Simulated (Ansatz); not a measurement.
AgCl: pressure series

Start from AgCl in the rock salt structure (space group Fm-3m, No. 225; a = 5.545 Å).

Cell and atoms are relaxed at each pressure.

All numbers come from Kohn–Sham DFT with the r2SCAN functional, run in Ansatz (a first-principles code) with PAW and 500 eV plane waves, without spin-orbit coupling.

Notes on the quantities. enthalpy: H = E + PV relative to the base's energy.

| case | band gap | smallest direct gap | shortest interatomic distance | enthalpy |
|---|---|---|---|---|
| base | 1.48 eV | 3.57 eV | 2.773 Å | – |
| pressure −2 GPa | 1.48 eV | 3.42 eV | 2.814 Å | -0.27 eV/atom |
| pressure −1 GPa | 1.48 eV | 3.50 eV | 2.792 Å | -0.13 eV/atom |
| pressure 1.8 GPa | 1.48 eV | 3.69 eV | 2.743 Å | +0.24 eV/atom |
| pressure 4.2 GPa | 1.49 eV | 3.84 eV | 2.709 Å | +0.54 eV/atom |
| pressure 9 GPa | 1.51 eV | 4.09 eV | 2.657 Å | +1.12 eV/atom |
| pressure 18 GPa | 1.59 eV | 4.08 eV | 2.587 Å | +2.13 eV/atom |
| pressure 30 GPa | 1.70 eV | 3.77 eV | 2.521 Å | +3.37 eV/atom |
| pressure 45 GPa | 1.84 eV | 3.45 eV | 2.462 Å | +4.82 eV/atom |
| pressure 60 GPa | 1.93 eV | 3.16 eV | 2.417 Å | +6.17 eV/atom |

Load acts through the strain it causes; cell and atoms are relaxed under it. Stability against distortions was not tested. No other phases were tried under pressure.
